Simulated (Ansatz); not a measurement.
# How BeS (F-43m) expands on warming, part 3 of 3

How much does BeS expand with temperature?

Experimental results on record:
- heat capacity C_P per formula unit 34.2 J/mol/K and bulk modulus 105 GPa near room temperature (given in “High-Throughput Prediction of Finite-Temperature Properties using the Quasi-Harmonic Approximation”, 2016, arXiv:1603.06924)

Ansatz 0.2.0; DFT RPBE, scalar-relativistic, plane waves, PAW.

So far, isothermal bulk modulus at 298 K (GPa): step 6 (the quasi-harmonic study, q-mesh 2×2×2) 84.0. The relaxed cell has a = 4.917 Å (conventional setting).

The database entry behind the starting cell differs from later determinations by our own check (0.1 to 0.3 % short, probably kX units), so it need not match the best structure at ambient conditions.

### 7. The quasi-harmonic study, q-mesh 4×4×4

The study relaxes the crystal at several strains, solves the phonons on some of them and minimises the free energy at each temperature (static energy, vibrations, the electrons in a metal, and PV under a set pressure); the q-mesh sets how far the force constants reach.

Input file input.yaml:

```yaml
crystal:
  lattice:
    - [0.0, 2.4585412082, 2.4585412082]
    - [2.4585412082, 0.0, 2.4585412082]
    - [2.4585412082, 2.4585412082, 0.0]
  atoms:
    - { symbol: Be, position: [0.0, 0.0, 0.0] }
    - { symbol: S, position: [0.25, 0.25, 0.25] }
kpoints:
  mp_grid: { grid: [8, 8, 8] }
hamiltonian:
  xc: rpbe
scf:
  occupations: { method: fixed }
output:
  eigenvalues: true
phonons:
  method: dfpt
  qmesh: [4, 4, 4]
  temperatures: { t_max: 800.0, t_step: 50 }
  thermal_expansion: {}
```

Started as:

```
ansatz run input.yaml --threads 2 --pin off --max-ram 5120MiB --backend cpu --events-out ev --progress --plain --runs-dir out
```

Numbers of over 12 decimals in the logs are rounded to 6 here.

What it wrote:

```text
[...]
Crystal: 2 atoms, lattice volume = 29.721 Å³
Basis set: ecut = 487.2 eV, 725 PW (Γ), exchange–correlation on 54×54×54 points (8 copies of the dense FFT grid, shifted against one another)
Bands: 8, of which v1, the nominal top of the filled ones, is band 4 counted from 1 (3 counted from 0)
Symmetry: 24 space group operations
[...]
k-points: 29 of 512 (time reversal used)
[...]
SCF iter   1: F=—  HF=-1001.310997 eV  |F-HF|=—  |Δ(HF+E_count)|=         —  Δρ=2.25e-3  dr2=1.10e-3  ethr=1.77e-3  ⟨swp⟩=4.6  Hψ=1672  notcnv=0  defer=43
[...]
SCF iter   8: F=-1001.310780 eV  HF=-1001.310780 eV  |F-HF|=3.41e-13  |Δ(HF+E_count)|=  1.21e-11  Δρ=4.02e-8  dr2=6.43e-13  ethr=1.00e-12  ⟨swp⟩=6.2  Hψ=1217  notcnv=0
SCF 1 converged in 8 iterations: F = -1001.310780 eV  dr2 = 6.43e-13
[...]
relax step   1: F+E_penalty+E_count = -1001.31078001 eV  Δ(F+E_penalty+E_count) = +0.000e0 eV  max|allowed force component| = 1.679e-16 eV/Å  Δτ_max = 0.0000 Å  (8 SCF iters, accepted)
SCF converged after 8 iterations
Free energy (F): -1001.310780 eV
[...]
Internal energy: -1001.310780 eV  (E = F + TS)
E sigma→0 (E₀):  -1001.310780 eV
Fermi energy:    4.955679 eV
[...]
--- Stress (GPa, compression-positive) ---
        0.008307      -0.000000      -0.000000
        0.000000       0.008307       0.000000
       -0.000000       0.000000       0.008307
  P = ⅓ Tr σ = 0.0083 GPa (0.083 kbar)
--- Band table (eV; the first three rows and the last of 29) ---
[...]
── thermal expansion: 3 new cells, 3 in all ──
thermal expansion: relaxation of cell 2
thermal expansion: relaxation of cell 3
── thermal expansion: 2 new cells, 5 in all ──
thermal expansion: relaxation of cell 4
thermal expansion: lower-state search of cell 4
thermal expansion: phonons of cell 4
thermal expansion: relaxation of cell 5
thermal expansion: phonons of cell 5
── thermal expansion: 5 new cells, 10 in all ──
thermal expansion: relaxation of cell 6
thermal expansion: relaxation of cell 7
thermal expansion: relaxation of cell 8
thermal expansion: relaxation of cell 9
thermal expansion: relaxation of cell 10
thermal expansion: phonons of cell 6
thermal expansion: phonons of cell 7
--- Relaxed structure (1 steps of the walk, 1 accepted, 0 SCFs on fresh bases) ---
  F+E_penalty+E_count = -1001.31078001 eV   max|allowed force component| = 1.679e-16 eV/Å
  atoms:
    - { symbol: Be, position: [0.0, 0.0, 0.0] }
    - { symbol: S, position: [0.25, 0.25, 0.25] }
--- Thermal expansion: 10 cells in 3 rounds, 0 GPa ---
  no lower state was reached at cell 4
  without vibrations: a 3.47701, b 3.47701, c 3.47701 Å, V 29.7237 Å³, B 87.83 GPa
  at 0 K: a 3.48949, b 3.48949, c 3.48949 Å, V 30.0450 Å³, B 85.53 GPa
  zero-point expansion: a +0.359, b +0.359, c +0.359, V +1.081 %
[...]
0.00    3.48949    3.48949    3.48949    30.0450 |    0.00    0.00    0.00    0.00 |    9.45 |     0.000     0.000 |    85.53    85.53
   100.00    3.48960    3.48960    3.48960    30.0477 |    1.13    1.13    1.13    3.40 |   13.76 |    11.338    11.336 |    85.44    85.46
   200.00    3.49063    3.49063    3.49063    30.0744 |    4.83    4.83    4.83   14.50 |   18.75 |    28.001    27.937 |    84.83    85.03
   298.15    3.49278    3.49278    3.49278    30.1299 |    7.44    7.44    7.44   22.32 |       - |    37.392    37.166 |    83.85    84.36
   350.00    3.49421    3.49421    3.49421    30.1670 |    8.32    8.32    8.32   24.97 |   23.73 |    40.381    40.050 |    83.27    83.96
   450.00    3.49734    3.49734    3.49734    30.2481 |    9.48    9.48    9.48   28.44 |   25.83 |    44.069    43.524 |    82.10    83.12
   550.00    3.50079    3.50079    3.50079    30.3378 |   10.23   10.23   10.23   30.69 |   27.40 |    46.258    45.492 |    80.88    82.24
   650.00    3.50448    3.50448    3.50448    30.4337 |   10.78   10.78   10.78   32.34 |   28.66 |    47.685    46.693 |    79.63    81.32
   750.00    3.50834    3.50834    3.50834    30.5344 |   11.22   11.22   11.22   33.66 |   29.71 |    48.698    47.474 |    78.36    80.38
   800.00    3.51032    3.51032    3.51032    30.5863 |   11.42   11.42   11.42   34.25 |   30.18 |    49.107    47.764 |    77.71    79.90
[...]
vibrations' free energy: its fit passes through its cells
  the electrons' free energy at temperature is not in it: every band gap is over 0.83 eV
  free energies summed between the sampled wave vectors
[...]
the FFT grids of the static calculations differ: 25 × 25 × 25, 27 × 27 × 27
  band gaps on the cells' k-points are 3.255 to 3.441 eV
```

The job ended after 5.7 min (2 threads of Arm Neoverse V1, shared host; peak memory 0.66 GiB).

Numbers from this step:

* volume expansion coefficient at 298 K: 22.32 1e-6/K
* C_P at 298 K: 18.70 J/mol-atom/K
* entropy at 298 K: 15.73 J/mol-atom/K
* isothermal bulk modulus at 298 K: 83.85 GPa
* Grüneisen parameter at 298 K: 0.9136
* principal linear expansion coefficients at 298 K: 7.44, 7.44, 7.44 1e-6/K

Strained cells of the study; zero-point energy where phonons were solved; the pressures are stresses at a fixed cutoff and can carry an offset from the finite basis. Expansion cells, by row:

```tsv
cell	|a| (Å)	|b| (Å)	|c| (Å)	V (Å³/atom)	E - E_lowest (meV/atom)	pressure (GPa)	gap (eV)	zero-point energy (meV/atom)
1	3.477	3.477	3.477	14.86	0	0.002	3.322	-
2	3.505	3.505	3.505	15.22	2.277	-2.005	3.373	-
3	3.449	3.449	3.449	14.51	2.38	2.199	3.268	-
4	3.477	3.477	3.477	14.86	0	-0.021	3.322	72.41
5	3.495	3.495	3.495	15.09	0.925	-1.298	3.355	71.11
6	3.507	3.507	3.507	15.25	2.698	-2.175	3.377	70.17
7	3.522	3.522	3.522	15.45	6	-3.173	3.403	69.06
8	3.443	3.443	3.443	14.43	3.672	2.758	3.255	-
9	3.46	3.46	3.46	14.64	0.9	1.33	3.289	-
10	3.545	3.545	3.545	15.75	13.31	-4.579	3.441	-
```

Quasi-harmonic; a, b, c are the run's own cell vectors. Expansion, by row:

```tsv
T (K)	a (Å)	b (Å)	c (Å)	alpha (deg)	beta (deg)	gamma (deg)	cell volume (Å³/cell)	alpha_a (1e-6/K)	alpha_b (1e-6/K)	alpha_c (1e-6/K)	alpha_V (1e-6/K)	C_P (J/mol-atom/K)	C_V (J/mol-atom/K)	S (J/mol-atom/K)	B_T (GPa)	B_S (GPa)	Grueneisen	extrapolation	fit error (1e-6/K)
0	3.489	3.489	3.489	60	60	60	30.05	0	0	0	0	0	0	0	85.53	85.53	-	0	0
50	3.49	3.49	3.49	60	60	60	30.05	0.16	0.16	0.16	0.48	1.181	1.181	0.362	85.52	85.52	0.316	0	0
100	3.49	3.49	3.49	60	60	60	30.05	1.13	1.13	1.13	3.4	5.669	5.668	2.489	85.44	85.46	0.464	0	0
150	3.49	3.49	3.49	60	60	60	30.06	2.96	2.96	2.96	8.88	10.25	10.24	5.673	85.21	85.29	0.668	0	0
200	3.491	3.491	3.491	60	60	60	30.07	4.83	4.83	4.83	14.5	14	13.97	9.16	84.83	85.03	0.797	0	0.01
250	3.492	3.492	3.492	60	60	60	30.1	6.34	6.34	6.34	19.02	16.77	16.7	12.6	84.36	84.71	0.871	0	0.01
298.1	3.493	3.493	3.493	60	60	60	30.13	7.44	7.44	7.44	22.32	18.7	18.58	15.73	83.85	84.36	0.914	0	0.01
300	3.493	3.493	3.493	60	60	60	30.13	7.48	7.48	7.48	22.43	18.76	18.64	15.84	83.83	84.35	0.915	0	0.01
350	3.494	3.494	3.494	60	60	60	30.17	8.32	8.32	8.32	24.97	20.19	20.02	18.85	83.27	83.96	0.943	0	0.01
400	3.496	3.496	3.496	60	60	60	30.21	8.97	8.97	8.97	26.92	21.24	21.02	21.61	82.69	83.55	0.963	0	0.01
450	3.497	3.497	3.497	60	60	60	30.25	9.48	9.48	9.48	28.44	22.03	21.76	24.16	82.1	83.12	0.977	0	0.01
500	3.499	3.499	3.499	60	60	60	30.29	9.89	9.89	9.89	29.67	22.65	22.32	26.52	81.49	82.69	0.988	0	0.01
550	3.501	3.501	3.501	60	60	60	30.34	10.23	10.23	10.23	30.69	23.13	22.75	28.7	80.88	82.24	0.997	0	0.01
600	3.503	3.503	3.503	60	60	60	30.39	10.52	10.52	10.52	31.57	23.52	23.08	30.73	80.26	81.78	1.004	0	0.01
650	3.504	3.504	3.504	60	60	60	30.43	10.78	10.78	10.78	32.34	23.84	23.35	32.63	79.63	81.32	1.011	0	0.01
700	3.506	3.506	3.506	60	60	60	30.48	11.01	11.01	11.01	33.03	24.11	23.56	34.4	79	80.85	1.016	0	0.01
750	3.508	3.508	3.508	60	60	60	30.53	11.22	11.22	11.22	33.66	24.35	23.74	36.08	78.36	80.38	1.022	0	0.02
800	3.51	3.51	3.51	60	60	60	30.59	11.42	11.42	11.42	34.25	24.55	23.88	37.65	77.71	79.9	1.026	0	0.03
```

Table of expansion coefficient by temperature; values in 1e-6/K:

```tsv
temperature (K)	volume	principal 1
0	0	0
50	0.48	0.16
100	3.4	1.13
150	8.88	2.96
200	14.5	4.83
250	19.0	6.34
298	22.3	7.44
300	22.4	7.48
350	25.0	8.32
400	26.9	8.97
450	28.4	9.48
500	29.7	9.89
550	30.7	10.2
600	31.6	10.5
650	32.3	10.8
700	33.0	11.0
750	33.7	11.2
800	34.2	11.4
```

Changing the q-mesh (2×2×2 → 4×4×4) takes the volume expansion at 298 K from 20.3 to 22.3 × 10⁻⁶/K and B_T from 84.0 to 83.9 GPa.

### 8. What came out

| Quantity | Value |
| --- | --- |
| settings of these figures | RPBE, 487.2 eV, k 8×8×8, q 4×4×4 |
| volume expansion coefficient at 298 K | 22.32 1e-6/K |
| C_P at 298 K | 18.70 J/mol-atom/K |
| entropy at 298 K | 15.73 J/mol-atom/K |
| isothermal bulk modulus at 298 K | 83.85 GPa |
| Grüneisen parameter at 298 K | 0.9136 |
| volume at 298 K | 15.06 Å³/atom |
| principal linear expansion coefficients at 298 K | 7.44, 7.44, 7.44 1e-6/K |

Near room temperature BeS expands by 22.3 × 10⁻⁶/K in volume by RPBE, with C_P = 18.7 J/(mol K) per mole of atoms and B_T = 83.9 GPa. C_P at room temperature is 75 % of the classical 3R an atom, so the stiffest modes are still partly frozen out. A measured bulk modulus near room temperature is 105 GPa (arXiv:1603.06924); the calculated 83.9 GPa differs by -20 %. The table does not say whether its value is isothermal or adiabatic. A measured heat capacity per formula unit near room temperature is 34.2 J/mol/K (arXiv:1603.06924); the calculated 37.4 J/mol/K differs by +9 %. Changing the q-mesh moves the volume expansion at 298 K between 20.3 and 22.3 × 10⁻⁶/K, while the CPU time spans a factor of 4.5. The interpolation has no quadrupole term, so branches near the zone centre are less sure, since this crystal has sites that are not centres of inversion. The PAW files were made for PBE and are used here under another functional, for which the program regenerates the frozen cores.

[Logs are printed without paths, hosts, clocks, repeated set-up lines and the standing remarks that a program may print on its own settings, such as how far it seeks lower states.]

[Hosts, paths, dates, database ids (printed as entryN), source tags and the programs' standing remarks are cut or masked in the printed files.]

[A step with changed settings may run another functional than the one named; its input shows which.]
